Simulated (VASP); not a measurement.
## Al: band structure with PBEsol0

The system is Al.

```
CELL_PARAMETERS angstrom
0.00000 2.02481 2.02481
2.02481 0.00000 2.02481
2.02481 2.02481 0.00000
ATOMIC_POSITIONS crystal
Al 0.00000 0.00000 0.00000
```

| Item | Value |
| --- | --- |
| Program | VASP 6.6.1 |
| Task | band structure |
| Functional | PBEsol0 |
| Potentials or basis | VASP PAW PBE potentials, release 64 (Al) |
| Cutoff | 520 eV |
| k mesh | 6 × 6 × 6 |
| Occupations | fermi-dirac, width 0.05 eV |
| Spin | no spin polarisation |
| Grid for exact exchange (PRECFOCK) | Normal |
| Exchange at q = 0 | default |
| Further INCAR settings | ALGO = Normal; EDIFF = 1e-06 |

```
Pressure : -2.1 GPa
```

Levels at the corners of the path, in eV from the Fermi level:
```
point  band 1  band 2  band 3  band 4  band 5
    Γ  -13.62   13.52   13.52   13.52   14.99
    X   -4.25   -2.60    5.75    6.09    6.09
    X   -4.25   -2.60    5.75    6.09    6.09
    W   -1.35   -1.35   -0.15    0.99   16.78
    W   -1.35   -1.35   -0.15    0.99   16.78
    K   -2.82   -2.02   -0.81    7.13    8.84
    K   -2.82   -2.02   -0.81    7.13    8.84
    Γ  -13.62   13.52   13.52   13.52   14.99
    Γ  -13.62   13.52   13.52   13.52   14.99
    L   -6.19   -5.94   12.21   12.24   12.29
    L   -6.19   -5.94   12.21   12.22   12.29
    U   -2.82   -2.02   -0.81    7.13    8.84
    U   -2.82   -2.02   -0.81    7.13    8.84
    W   -1.35   -1.35   -0.15    0.99   16.78
    W   -1.35   -1.35   -0.15    0.99   16.78
    L   -6.19   -5.94   12.21   12.29   12.29
    L   -6.19   -5.94   12.21   12.22   12.29
    K   -2.82   -2.02   -0.81    7.13    8.84
    U   -2.82   -2.02   -0.81    7.13    8.84
    X   -4.25   -2.60    5.75    6.09    6.09
```

Run time: 84 s on 1 thread of Intel(R) Xeon(R) 6975P-C (Granite Rapids) (shared host), peak memory 0.14 GiB.

Caveat: the k mesh is coarse (spacing up to 0.45 Å⁻¹), so the values aren't converged, least of all with exact exchange; an unscreened hybrid on a path of extra k points without a Coulomb cutoff has errors near the mesh points, so the bands along the path aren't reliable; the PAW data sets were made with another functional, which shifts forces and pressure a little.
